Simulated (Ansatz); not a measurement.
Mg in Ansatz: the effect of functional

Mg:

```
CELL_PARAMETERS angstrom
3.27224 0.00000 0.00000
-1.63612 2.83385 0.00000
0.00000 0.00000 5.31249
ATOMIC_POSITIONS crystal
Mg 0.66667 0.33333 0.75000
Mg 0.33333 0.66667 0.25000
```

The cell isn't the ideal one: volume scaled by 1.06.

Alike in all runs:

```yaml
Program: Ansatz 0.2.0
Task: single point
Potentials_or_basis: Ansatz PAW
k_mesh: 10 × 10 × 5
Occupations: fermi-dirac, width 0.05 eV
Spin: no spin polarisation
```

```tsv
functional	cutoff	pressure (GPa)
LDA	420 eV (not typed: the program's choice for these potentials)	?
r2SCAN	500 eV (not typed: the program's choice for these potentials)	-2.9
PBE	420 eV (not typed: the program's choice for these potentials)	-2.1
```

Question: What does the run with functional LDA give?

Answer: Pressure -3.9 GPa.

Caveats: the PAW data sets come from PBE, with cores solved anew for the run's functional, which leaves a small shift of forces and pressure (some runs).
